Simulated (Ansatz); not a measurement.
# Ir (P6_3/mmc) in Ansatz: further runs

Aim: see how the results for Ir move with the level of theory and the settings. Levels: BLYP+D4, PBE, RPBE. Tasks: relaxation of cell and atoms, single point.

Program: Ansatz 0.2.0. These are calculated values, not measurements. Logs are shortened: lines on timing, memory, paths and dates and some standing lists are left out, and cuts for length are marked.

### Step 1. The structure

The structure is hexagonal, space group P6_3/mmc (No. 194). The conventional cell has a = 2.751 Å, b = 2.751 Å, c = 4.462 Å, α = 90.00°, β = 90.00°, γ = 120.00°. Around Ir (site symmetry -6m2) lie 12 Ir at 2.74 to 2.75 Å.

This isn't the form of Ir at room conditions, which is fcc.

### Step 2. Relaxation of cell and atoms, BLYP+D4

File input.yaml:

```yaml
crystal:
  lattice:
    - [2.7513778946, 0.0, 0.0]
    - [-1.3756889473, 2.3827631521, 0.0]
    - [0.0, 0.0, 4.46229]
  atoms:
    - { symbol: Ir, position: [0.3333333333, 0.6666666667, 0.25] }
    - { symbol: Ir, position: [0.6666666667, 0.3333333333, 0.75] }
hamiltonian:
  xc: blyp
  pseudopotentials: { kind: paw }
  dispersion: d4
kpoints:
  mp_grid: { grid: [11, 11, 6] }
scf:
  occupations: { method: fermi_dirac, width: 0.05 }
output:
  forces: true
  stress: true
  eigenvalues: true
  write_density: true
  write_potential: true
  elf: true
  volumetric_format: npy
relax:
  f_tol: 0.01
  max_steps: 40
  cell: { stress_tol: 0.05 }
```

Potentials or basis: Ansatz PAW.

Started as:

```bash
$ ansatz run input.yaml --threads 2 --pin off --max-ram 5632MiB --backend cpu --events-out ev --progress --plain --runs-dir out
```

Output:

```text
Warning: RAYON_NUM_THREADS=2 ignored (pool sized by the plan → 2); use --threads N
Engine: ansatz 0.2.0, aarch64-unknown-linux-gnu
Pseudopotentials: kind: paw
Pseudopotential: Ir, paw, valence charge 17, recommended cutoff 420 eV (normal), Ir.paw.azcp
Functional definition: BLYP
  parameter beta = 0.0042
  parameter a = 0.04918
  parameter b = 0.132
  parameter c = 0.2533
  parameter d = 0.349
  exchange = b88_x(beta = beta)
  correlation = lyp_c(a = a, b = b, c = c, d = d)
Crystal: 2 atoms, lattice volume = 29.254 Å³
Basis set: ecut = 420 eV, 573 PW (Γ), exchange–correlation on 40×40×60 points (8 copies of the dense FFT grid, shifted against one another)
Bands: 21, of which v1, the nominal top of the filled ones, is band 17 counted from 1 (16 counted from 0)
Symmetry: 24 space group operations
Space group: P63/mmc (ITA 194), of the structure as read, at distance tolerance 3.1e-5 Å
k-points: 64 of 726
Non-local potential: Ir, projectors of the file, l = 0: 3, l = 1: 2, l = 2: 2, l = 3: 1
PAW form: soft (Blöchl's): semilocal exchange-correlation on the pseudo side does not see the compensation charge
PAW frozen core: Ir, regenerated for the run's functional, and the local potential with it (the file was generated under x = pbe(κ = 0.804, μ = 0.2195149727645171), c = pbe(β = 0.06672455060314922))
PAW one-centre angular grid: Ir, 590 points (default); XC on 64 Gauss nodes
Initial density: superposition of atomic densities (neutral atoms: chi_scale 0, normalization atom), corrected by the library's trained network
Initial wavefunctions: pseudopotential atomic-orbital guess
Functional: x = b88, c = lyp
SCF iter   1: F=—  HF=-23924.709195 eV  |F-HF|=—  |Δ(HF+E_count)|=         —  Δρ=1.32e-2  dr2=3.61e-2  ethr=1.77e-3  ⟨swp⟩=4.9  Hψ=5283  notcnv=0
preconditioner: auto → none  [metal: Δε(μ)=0.016 eV  Ē_g=7.703 eV  σ=0.050 eV  W_gap=0.08  n_scr=8 (ndim 8)  ℏωp=29.1 eV  f_vac=0.000  D(μ)=3.44/eV (n_scr^D=42)  sad-step TF]
SCF iter   2: F=—  HF=-23924.707828 eV  |F-HF|=—  |Δ(HF+E_count)|=   1.37e-3  Δρ=7.78e-3  dr2=1.26e-2  ethr=1.06e-4  ⟨swp⟩=1.8  Hψ=1931  notcnv=0
SCF iter   3: F=—  HF=-23924.707049 eV  |F-HF|=—  |Δ(HF+E_count)|=   7.79e-4  Δρ=4.48e-4  dr2=2.90e-5  ethr=3.71e-5  ⟨swp⟩=2.0  Hψ=2176  notcnv=0
SCF iter   4: F=—  HF=-23924.707079 eV  |F-HF|=—  |Δ(HF+E_count)|=   3.01e-5  Δρ=4.98e-5  dr2=2.83e-7  ethr=8.52e-8  ⟨swp⟩=2.0  Hψ=1978  notcnv=0
iter 5 did not close the SCF: its close was put off for the readings that it lacked (scf_convergence_deferred on its scf_iter line)
SCF iter   5: F=-23924.707080 eV  HF=-23924.707080 eV  |F-HF|=2.45e-9  |Δ(HF+E_count)|=   4.20e-7  Δρ=9.38e-6  dr2=1.18e-8  ethr=8.33e-10  ⟨swp⟩=2.6  Hψ=2391  notcnv=0
SCF iter   6: F=-23924.707080 eV  HF=-23924.707080 eV  |F-HF|=5.68e-10  |Δ(HF+E_count)|=   5.60e-9  Δρ=2.51e-6  dr2=6.99e-10  ethr=3.47e-11  ⟨swp⟩=4.7  Hψ=7239  notcnv=0
SCF 1 converged in 6 iterations: F = -23924.707080 eV  dr2 = 6.99e-10
relax step   1: F+E_penalty+E_count = -23924.70707959 eV  Δ(F+E_penalty+E_count) = +0.000e0 eV  max|allowed force component| = 7.401e-17 eV/Å  Δτ_max = 0.0000 Å  P = -3.388 GPa  Ω = 29.254 Å³  (6 SCF iters, dr2 threshold 1.00e-7 eV, accepted)
Crystal: 2 atoms, lattice volume = 28.377 Å³
Basis set: ecut = 420 eV, 549 PW (Γ), exchange–correlation on 40×40×60 points (8 copies of the dense FFT grid, shifted against one another)
Initial density: handed on by an earlier stage of this run
Initial wavefunctions: those handed on with the density
iter 1 solved again at ethr=1.09e-6 eV; its pass at ethr=3.10e-3 eV (dr2=3.69e-4 eV) is discarded
SCF iter   1: F=—  HF=-23924.697329 eV  |F-HF|=—  |Δ(HF+E_count)|=         —  Δρ=1.28e-3  dr2=2.72e-4  ethr=1.09e-6  ⟨swp⟩=2.4  Hψ=7913  notcnv=0
preconditioner: auto → none  [metal: Δε(μ)=0.025 eV  Ē_g=8.019 eV  σ=0.050 eV  W_gap=0.13  n_scr=8 (ndim 8)  ℏωp=29.6 eV  f_vac=0.000  D(μ)=3.34/eV (n_scr^D=42)]
SCF iter   2: F=—  HF=-23924.697335 eV  |F-HF|=—  |Δ(HF+E_count)|=   6.18e-6  Δρ=5.61e-4  dr2=3.09e-5  ethr=7.99e-7  ⟨swp⟩=2.2  Hψ=1923  notcnv=0
SCF iter   3: F=—  HF=-23924.697349 eV  |F-HF|=—  |Δ(HF+E_count)|=   1.39e-5  Δρ=1.17e-4  dr2=1.69e-6  ethr=9.09e-8  ⟨swp⟩=2.2  Hψ=1728  notcnv=0
iter 4 did not close the SCF: its close was put off for the readings that it lacked (scf_convergence_deferred on its scf_iter line)
SCF iter   4: F=-23924.697350 eV  HF=-23924.697350 eV  |F-HF|=1.15e-8  |Δ(HF+E_count)|=   1.05e-6  Δρ=1.21e-5  dr2=1.65e-8  ethr=4.97e-9  ⟨swp⟩=2.1  Hψ=1948  notcnv=0
iter 5 did not close the SCF: its close was put off for the readings that it lacked (scf_convergence_deferred on its scf_iter line)
SCF iter   5: F=-23924.697350 eV  HF=-23924.697350 eV  |F-HF|=0.00e0  |Δ(HF+E_count)|=   1.34e-8  Δρ=1.31e-6  dr2=2.26e-10  ethr=4.85e-11  ⟨swp⟩=2.0  Hψ=2048  notcnv=0
SCF iter   6: F=-23924.697350 eV  HF=-23924.697350 eV  |F-HF|=1.09e-11  |Δ(HF+E_count)|=  6.91e-11  Δρ=1.84e-7  dr2=5.40e-12  ethr=1.00e-12  ⟨swp⟩=3.9  Hψ=6797  notcnv=0
SCF 2 converged in 6 iterations: F = -23924.697350 eV  dr2 = 5.40e-12
relax step   2: F+E_penalty+E_count = -23924.69734979 eV  Δ(F+E_penalty+E_count) = +9.730e-3 eV  max|allowed force component| = 6.014e-17 eV/Å  Δτ_max = 0.0000 Å  P = +7.416 GPa  Ω = 28.377 Å³  energy of the carried Pulay correction = +3.737e-4 eV  (6 SCF iters, dr2 threshold 2.00e-7 eV, rejected (line search))
Crystal: 2 atoms, lattice volume = 28.973 Å³
iter 1 solved again at ethr=3.27e-7 eV; its pass at ethr=3.10e-3 eV (dr2=1.11e-4 eV) is discarded
SCF iter   1: F=—  HF=-23924.710309 eV  |F-HF|=—  |Δ(HF+E_count)|=         —  Δρ=8.63e-4  dr2=1.26e-4  ethr=3.27e-7  ⟨swp⟩=2.2  Hψ=7552  notcnv=0
preconditioner: auto → none  [metal: Δε(μ)=0.022 eV  Ē_g=7.806 eV  σ=0.050 eV  W_gap=0.11  n_scr=8 (ndim 8)  ℏωp=29.3 eV  f_vac=0.000  D(μ)=3.45/eV (n_scr^D=42)]
SCF iter   2: F=—  HF=-23924.710315 eV  |F-HF|=—  |Δ(HF+E_count)|=   5.87e-6  Δρ=3.83e-4  dr2=1.50e-5  ethr=3.27e-7  ⟨swp⟩=2.1  Hψ=1896  notcnv=0
SCF iter   3: F=—  HF=-23924.710321 eV  |F-HF|=—  |Δ(HF+E_count)|=   6.16e-6  Δρ=7.70e-5  dr2=7.37e-7  ethr=4.42e-8  ⟨swp⟩=2.2  Hψ=1790  notcnv=0
SCF iter   4: F=—  HF=-23924.710323 eV  |F-HF|=—  |Δ(HF+E_count)|=   1.99e-6  Δρ=7.97e-6  dr2=6.93e-9  ethr=2.17e-9  ⟨swp⟩=2.0  Hψ=1921  notcnv=0
SCF iter   5: F=—  HF=-23924.710323 eV  |F-HF|=—  |Δ(HF+E_count)|=   6.72e-9  Δρ=6.64e-7  dr2=5.75e-11  ethr=2.04e-11  ⟨swp⟩=2.0  Hψ=1954  notcnv=0
SCF iter   6: F=-23924.710323 eV  HF=-23924.710323 eV  |F-HF|=1.82e-11  |Δ(HF+E_count)|=  6.18e-11  Δρ=1.87e-7  dr2=5.45e-12  ethr=1.00e-12  ⟨swp⟩=5.2  Hψ=5646  notcnv=0
SCF 3 converged in 6 iterations: F = -23924.710323 eV  dr2 = 5.45e-12
relax step   3: F+E_penalty+E_count = -23924.71032338 eV  Δ(F+E_penalty+E_count) = -3.244e-3 eV  max|allowed force component| = 1.203e-16 eV/Å  Δτ_max = 0.0000 Å  P = -0.146 GPa  Ω = 28.973 Å³  energy of the carried Pulay correction = +1.184e-4 eV  (6 SCF iters, accepted)
Crystal: 2 atoms, lattice volume = 28.961 Å³
iter 1 solved again at ethr=1.42e-10 eV; its pass at ethr=3.10e-3 eV (dr2=4.84e-8 eV) is discarded
SCF iter   1: F=—  HF=-23924.710335 eV  |F-HF|=—  |Δ(HF+E_count)|=         —  Δρ=2.05e-5  dr2=6.81e-8  ethr=1.42e-10  ⟨swp⟩=3.1  Hψ=7560  notcnv=0
preconditioner: auto → none  [metal: Δε(μ)=0.022 eV  Ē_g=7.811 eV  σ=0.050 eV  W_gap=0.11  n_scr=8 (ndim 8)  ℏωp=29.3 eV  f_vac=0.000  D(μ)=3.45/eV (n_scr^D=42)]
iter 2 did not close the SCF: its close was put off for the readings that it lacked (scf_convergence_deferred on its scf_iter line)
SCF iter   2: F=-23924.710334 eV  HF=-23924.710334 eV  |F-HF|=3.38e-9  |Δ(HF+E_count)|=   3.01e-7  Δρ=8.82e-6  dr2=7.65e-9  ethr=1.42e-10  ⟨swp⟩=2.0  Hψ=1896  notcnv=0
iter 3 did not close the SCF: its close was put off for the readings that it lacked (scf_convergence_deferred on its scf_iter line)
SCF iter   3: F=-23924.710334 eV  HF=-23924.710334 eV  |F-HF|=1.82e-10  |Δ(HF+E_count)|=   3.84e-9  Δρ=1.83e-6  dr2=3.84e-10  ethr=2.25e-11  ⟨swp⟩=2.0  Hψ=1716  notcnv=0
iter 4 did not close the SCF: its close was put off for the readings that it lacked (scf_convergence_deferred on its scf_iter line)
SCF iter   4: F=-23924.710334 eV  HF=-23924.710334 eV  |F-HF|=3.64e-12  |Δ(HF+E_count)|=  2.40e-10  Δρ=1.93e-7  dr2=3.87e-12  ethr=1.13e-12  ⟨swp⟩=2.2  Hψ=1932  notcnv=0
iter 5 did not close the SCF: its close was put off for the readings that it lacked (scf_convergence_deferred on its scf_iter line)
SCF iter   5: F=-23924.710334 eV  HF=-23924.710334 eV  |F-HF|=3.64e-12  |Δ(HF+E_count)|=  1.09e-11  Δρ=1.79e-8  dr2=3.72e-14  ethr=1.00e-12  ⟨swp⟩=1.0  Hψ=1344  notcnv=0
SCF iter   6: F=-23924.710334 eV  HF=-23924.710334 eV  |F-HF|=3.64e-12  |Δ(HF+E_count)|=    0.00e0  Δρ=2.27e-9  dr2=1.12e-15  ethr=1.00e-12  ⟨swp⟩=3.0  Hψ=4612  notcnv=0
SCF 4 converged in 6 iterations: F = -23924.710334 eV  dr2 = 1.12e-15
relax step   4: F+E_penalty+E_count = -23924.71033435 eV  Δ(F+E_penalty+E_count) = -1.096e-5 eV  max|allowed force component| = 7.401e-17 eV/Å  Δτ_max = 0.0000 Å  P = +0.003 GPa  Ω = 28.961 Å³  energy of the carried Pulay correction = +1.237e-4 eV  (6 SCF iters, accepted)
Initial wavefunctions: pseudopotential atomic-orbital guess (no wavefunctions were taken with the density)
iter 1 solved again at ethr=5.55e-9 eV; its pass at ethr=3.10e-3 eV (dr2=1.89e-6 eV) is discarded
SCF iter   1: F=—  HF=-23924.710211 eV  |F-HF|=—  |Δ(HF+E_count)|=         —  Δρ=2.96e-5  dr2=3.94e-8  ethr=5.55e-9  ⟨swp⟩=4.1  Hψ=9720  notcnv=0
SCF iter   2: F=—  HF=-23924.710211 eV  |F-HF|=—  |Δ(HF+E_count)|=   3.52e-7  Δρ=1.41e-5  dr2=8.16e-9  ethr=1.16e-10  ⟨swp⟩=2.6  Hψ=2364  notcnv=0
SCF iter   3: F=—  HF=-23924.710211 eV  |F-HF|=—  |Δ(HF+E_count)|=  2.55e-11  Δρ=9.41e-7  dr2=9.09e-11  ethr=2.40e-11  ⟨swp⟩=2.6  Hψ=1802  notcnv=0
iter 4 did not close the SCF: its close was put off for the readings that it lacked (scf_convergence_deferred on its scf_iter line)
SCF iter   4: F=-23924.710211 eV  HF=-23924.710211 eV  |F-HF|=0.00e0  |Δ(HF+E_count)|=    0.00e0  Δρ=2.13e-7  dr2=2.83e-12  ethr=1.00e-12  ⟨swp⟩=2.2  Hψ=2012  notcnv=0
iter 5 did not close the SCF: its close was put off for the readings that it lacked (scf_convergence_deferred on its scf_iter line)
SCF iter   5: F=-23924.710211 eV  HF=-23924.710211 eV  |F-HF|=1.46e-11  |Δ(HF+E_count)|=  7.28e-12  Δρ=2.97e-8  dr2=5.71e-14  ethr=1.00e-12  ⟨swp⟩=1.0  Hψ=1344  notcnv=0
iter 6 did not close the SCF: its close was put off for the readings that it lacked (scf_convergence_deferred on its scf_iter line)
SCF iter   6: F=-23924.710211 eV  HF=-23924.710211 eV  |F-HF|=3.64e-12  |Δ(HF+E_count)|=  1.09e-11  Δρ=5.30e-9  dr2=1.77e-15  ethr=1.00e-12  ⟨swp⟩=1.0  Hψ=1344  notcnv=0
iter 7 did not close the SCF: its close was put off for the readings that it lacked (scf_convergence_deferred on its scf_iter line)
SCF iter   7: F=-23924.710211 eV  HF=-23924.710211 eV  |F-HF|=3.64e-12  |Δ(HF+E_count)|=  3.64e-12  Δρ=1.45e-9  dr2=1.21e-16  ethr=1.00e-12  ⟨swp⟩=1.0  Hψ=1344  notcnv=0
SCF iter   8: F=-23924.710211 eV  HF=-23924.710211 eV  |F-HF|=3.64e-12  |Δ(HF+E_count)|=  3.64e-12  Δρ=1.47e-10  dr2=4.12e-18  ethr=1.00e-12  ⟨swp⟩=1.0  Hψ=2946  notcnv=0
SCF 5 converged in 8 iterations: F = -23924.710211 eV  dr2 = 4.12e-18
relax step   5: F+E_penalty+E_count = -23924.71021081 eV  Δ(F+E_penalty+E_count) = +1.235e-4 eV  max|allowed force component| = 5.089e-17 eV/Å  Δτ_max = 0.0000 Å  P = +0.007 GPa  Ω = 28.961 Å³  stress off target by 8.40e-3 GPa  SCF on the basis re-selected at this cell (its energy is not comparable with the rows above)  (8 SCF iters)
basis re-selected at this cell: Δ(F+E_penalty+E_count) = +1.235e-4 eV, ΔP = +0.004 GPa vs the last step (what re-selecting the basis moved, of the pressure what is left beyond the Pulay correction that the steps carried, after the strain that the cell walked since its last selection, with what the two solves' SCF thresholds leave and, on support functions, any second-order correction that the steps lacked; it is no measure of the basis error at this ecutwfc). This SCF's stress stands 8.40e-3 GPa from its target on what of the cell is left free (relax.cell.stress_tol is 5.00e-2 GPa) and its largest allowed force component is 5.09e-17 eV/Å (relax.f_tol is 1.00e-2 eV/Å): within both
SCF converged after 8 iterations
Free energy (F): -23924.710211 eV
Harris-Foulkes:  -23924.710211 eV  (|F-HF|=3.64e-12)
Internal energy: -23924.683339 eV  (E = F + TS)
E sigma→0 (E₀):  -23924.696775 eV
Entropy (-TS):   -0.026872 eV (-13.436 meV/atom)
Fermi energy:    25.689997 eV
--- Per-component energies (eV) ---
  E_band       = -166.870754
  E_kinetic    = 1248.691730
  E_local      = -2188.996348  (includes V_loc(G=0)·N_el)
  E_nonlocal   = 143.947775
  E_hartree    = 840.444912
  E_xc         = -528.224694
  E_vxc        = -589.576729  (∫ρ·V_xc dr)
  E_paw        = -18506.275030  (= ΣΔE_a)
  E_vpaw       = -461.827071  (= ΣTr[D̂ρ^β])
  E_aug_tail   = 0.000066  (compensation charges beyond the density's cutoff)
  E_ewald      = -4931.059488
  E_disp       = -3.512564  (pairwise vdW)
  E_core_change = 0.300302  (= ΣΔE_core)
  E_smearing   = -0.026872  (= −TS)
  E_closure    = -0.000000  (closes the sum)
  Σ components = -23924.710211   (vs F -23924.710211, Δ=0.00e0)
--- Forces (eV/Å), atoms counted from 1 ---
  atom   1  Ir     0.00000000     0.00000000     0.00000000
  atom   2  Ir     0.00000000    -0.00000000     0.00000000
  max |Σ_I F_I| component: 9.25e-18 eV/Å
--- Stress (GPa, compression-positive) ---
        0.008397      -0.000000       0.000000
        0.000000       0.008397       0.000000
        0.000000       0.000000       0.005157
  P = ⅓ Tr σ = 0.0073 GPa (0.073 kbar)
--- Band table (eV; the first three rows and the last of 64) ---
  k-point 0: bands = ["-67.1575", "-67.0962", "-24.4064", "-23.7606", "-23.7606", "-23.6660", "-23.6529", "-23.6529", "14.9041", "17.8430", "21.8822", "21.9892", "21.9892", "22.6130", "22.6130", "23.3780", "23.3780", "25.2448", "25.9571", "25.9571", "32.5697"]
  k-point 1: bands = ["-67.1534", "-67.1003", "-24.3586", "-23.7534", "-23.7534", "-23.7175", "-23.6601", "-23.6601", "15.2097", "17.8589", "21.7508", "21.8703", "21.8703", "22.4635", "22.4635", "23.7311", "23.7311", "24.1434", "25.9373", "25.9373", "34.1239"]
  k-point 2: bands = ["-67.1422", "-67.1116", "-24.2268", "-23.8567", "-23.7338", "-23.7338", "-23.6799", "-23.6799", "16.0470", "17.7457", "21.4814", "21.7694", "21.7694", "22.1433", "22.1433", "22.3975", "24.4698", "24.4698", "25.7423", "25.7423", "37.2776"]
  k-point 63: bands = ["-67.0844", "-67.0844", "-24.2576", "-24.2576", "-24.0644", "-24.0644", "-23.8010", "-23.8010", "19.4595", "19.4595", "20.6114", "20.6114", "21.7575", "21.7575", "23.4717", "23.4717", "26.0562", "26.0562", "32.1308", "32.1308", "33.4443"]
--- Relaxed structure (4 steps of the walk, 3 accepted, 1 SCFs on fresh bases) ---
  F+E_penalty+E_count = -23924.71021081 eV   max|allowed force component| = 5.089e-17 eV/Å   (the final SCF, on the basis selected at the relaxed cell)
  cell:  # Å, volume = 28.9609 Å³
    - [2.7422078241460146, 0.0, 0.0]
    - [-1.3711039120730073, 2.3748216381668996, 0.0]
    - [0.0, 0.0, 4.447144832288909]
  atoms:
    - { symbol: Ir, position: [0.3333333333333332, 0.6666666666666664, 0.24999999999999997] }
    - { symbol: Ir, position: [0.6666666666666666, 0.3333333333333332, 0.75] }
```

It took 5.8 s on 2 threads of Arm Neoverse V2, shared host; peak memory 0.32 GiB.

What came out:

```
Free energy                            : -23924.7102 eV
Relaxed volume                         : 14.48 Å³/atom
Relaxed cell                           : a = 2.742 Å, b = 2.742 Å, c = 4.447 Å, α = 90.00°, β = 90.00°, γ = 120.00°
Space group after relaxing (to 0.05 Å) : P6_3/mmc (No. 194)
Energy gained by relaxing              : 1.6 meV/atom
Ionic steps                            : 4
Pressure after relaxing                : 0.0 GPa
Band gap on the k mesh                 : none (metal or under the smearing width)
```

The path:
| step | energy change (eV) | largest force (eV/Å) | volume (Å³) |
| --- | --- | --- | --- |
| 1 | 0.0000 | 0.0000 | 29.25 |
| 2 | -0.0032 | 0.0000 | 28.97 |
| 3 | -0.0033 | 0.0000 | 28.96 |
| 4 | -0.0031 | 0.0000 | 28.96 |

Final structure:
```
Ir
1.0
     2.74221    0.00000    0.00000
    -1.37110    2.37482    0.00000
     0.00000    0.00000    4.44714
Ir
2
Direct
  0.33333 0.66667 0.25000
  0.66667 0.33333 0.75000
```

Caveat: the plane-wave basis is chosen anew once the cell has moved, so the energies of steps on either side of that aren't comparable; pairwise dispersion overbinds metals, which lowers pressure and volume; the PAW data sets come from PBE, with cores solved anew for the run's functional, which leaves a small shift of forces and pressure. The run has no spin-orbit coupling, so splittings on Ir are missing.

### Step 3. Single point, PBE

File input.yaml:

```yaml
crystal:
  lattice:
    - [2.7513778946, 0.0, 0.0]
    - [-1.3756889473, 2.3827631521, 0.0]
    - [0.0, 0.0, 4.46229]
  atoms:
    - { symbol: Ir, position: [0.3333333333, 0.6666666667, 0.25] }
    - { symbol: Ir, position: [0.6666666667, 0.3333333333, 0.75] }
hamiltonian:
  xc: pbe
  pseudopotentials: { kind: paw }
kpoints:
  mp_grid: { grid: [11, 11, 6] }
scf:
  occupations: { method: gaussian, width: 0.027 }
output:
  forces: true
  stress: true
  eigenvalues: true
```

Potentials or basis: Ansatz PAW.

Started as:

```bash
$ ansatz run input.yaml --threads 2 --pin off --max-ram 5632MiB --backend cpu --events-out ev --progress --plain --runs-dir out
```

Run time: 0.87 s. Hardware: 2 threads of Arm Neoverse V2, shared host; peak memory 0.3 GiB.

Results (log left out):

* Free energy: -23870.4395 eV
* Pressure: -1.4 GPa
* Band gap on the k mesh: none (metal or under the smearing width)

Stress tensor (GPa, compression positive):
```
-1.58  0.00  0.00
 0.00 -1.58  0.00
 0.00  0.00 -1.08
```

Levels at points of the mesh, in eV from the Fermi level:
| k point | band 15 | band 16 | band 17 | band 18 | band 19 | band 20 |
| --- | --- | --- | --- | --- | --- | --- |
| (0.00, 0.00, 0.00) | -3.03 | -2.27 | -2.27 | -0.74 | 0.27 | 0.27 |
| (0.00, 0.00, -0.50) | -3.77 | -3.77 | -0.44 | -0.44 | -0.44 | -0.44 |

The run has no spin-orbit coupling, so splittings on Ir are missing.

(Continued in part 2 of 2.)
